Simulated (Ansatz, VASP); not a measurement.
**One calculation of PtSe2, two programs**

```
CELL_PARAMETERS angstrom
3.71455 0.00000 0.00000
-1.85728 3.21689 0.00000
0.00000 0.00000 4.73350
ATOMIC_POSITIONS crystal
Pt 0.00000 0.00000 0.00000
Se 0.33333 0.66667 0.26762
Se 0.66667 0.33333 0.73238
```

Alike in both runs: task relaxation of shape and atoms at fixed volume; functional RPBE; dispersion D4; k mesh 8 × 8 × 6; occupations gaussian, width 0.05 eV; no spin polarisation.

|  | VASP | Ansatz |
| --- | --- | --- |
| version | VASP 6.6.1 | Ansatz 0.2.0 |
| potentials or method | VASP PAW PBE potentials, release 64 (Pt, Se) | scalar-relativistic, plane waves, PAW |
| plane-wave cutoff (eV) | 600 | 420 |
| valence electrons in the cell | 22 | 50 |

|  | VASP | Ansatz | Ansatz less VASP |
| --- | --- | --- | --- |
| gap on the k mesh at the Fermi level, each at its own relaxed structure (eV) | none | none | - |
| relaxed volume (Å³/atom) | 18.85 | 18.85 | 0.000 |
| relaxed cell length with the largest relative difference (Å) | 4.651 | 4.632 | -0.0192 |
| energy change over the relaxation (meV/atom) | -9 | -9 | 0.0 |

A gap of «none» marks a metal or a gap that the smearing closes. The two sets of potentials don't hold the same shells in valence.

Caveats: the PAW data sets were made with another functional, which shifts forces and pressure a little (VASP); pairwise dispersion overbinds metals, which lowers pressure and volume. Spin-orbit coupling is left out, which matters for the levels of Pt.
